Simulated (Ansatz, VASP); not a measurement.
**Cd in VASP and in Ansatz**

INCAR

```
SYSTEM = Cd
  ALGO = Normal
  EDIFF = 1E-6
  ENCUT = 520
  GGA = PE
  ISIF = 2
  ISMEAR = -1
  LASPH = .True.
  LCHARG = .True.
  LELF = .True.
  LREAL = .False.
  LVHAR = .True.
  LWAVE = .False.
  NBANDS = 19
  NELM = 100
  PREC = Accurate
  SIGMA = 0.05
```

KPOINTS

```
k-points
0
Gamma
  10 10 5
  0 0 0
```

POSCAR

```
Cd
1.0
    2.9588769815      0.0000000000      0.0000000000
   -1.4794384907      2.5624626327      0.0000000000
    0.0000000000      0.0000000000      5.5799465150
Cd
2
Direct
    0.6666666667      0.3333333333      0.7500000000
    0.3333333333      0.6666666667      0.2500000000
```

input.yaml

```yaml
crystal:
  lattice:
    - [2.9588769815, 0.0, 0.0]
    - [-1.4794384907, 2.5624626327, 0.0]
    - [0.0, 0.0, 5.579946515]
  atoms:
    - { symbol: Cd, position: [0.6666666667, 0.3333333333, 0.75] }
    - { symbol: Cd, position: [0.3333333333, 0.6666666667, 0.25] }
kpoints:
  mp_grid: { grid: [10, 10, 5] }
scf:
  occupations: { method: fermi_dirac, width: 0.05 }
hamiltonian:
  xc: pbe
  pseudopotentials: { kind: all_electron, lapw: { basis_error: 0.0005 } }
output:
  forces: true
  stress: true
  eigenvalues: true
```

Change from the starting cell: volume scaled by 0.98.

Alike in both runs: task single point; functional PBE; k mesh 10 × 10 × 5; occupations fermi-dirac, width 0.05 eV; no spin polarisation.

|  | VASP | Ansatz |
| --- | --- | --- |
| version | VASP 6.6.1 | Ansatz 0.2.0 |
| potentials or method | VASP PAW PBE potentials, release 64 (Cd) | all-electron LAPW, scalar-relativistic |
| plane-wave cutoff (eV) | 520 | see its input |

Ansatz gave:

* gap on the k mesh at the Fermi level (eV): none
* pressure (GPa): 4.2
* largest component of the traceless stress (GPa): 1.55

Question: Estimate VASP's values.

Answer: gap on the k mesh at the Fermi level (eV): none; pressure (GPa): 4.6; largest component of the traceless stress (GPa): 1.70.

A gap of «none» marks a metal or a gap that the smearing closes. Ansatz ran all-electron here, so the differences hold the error of VASP's frozen core and of both bases.
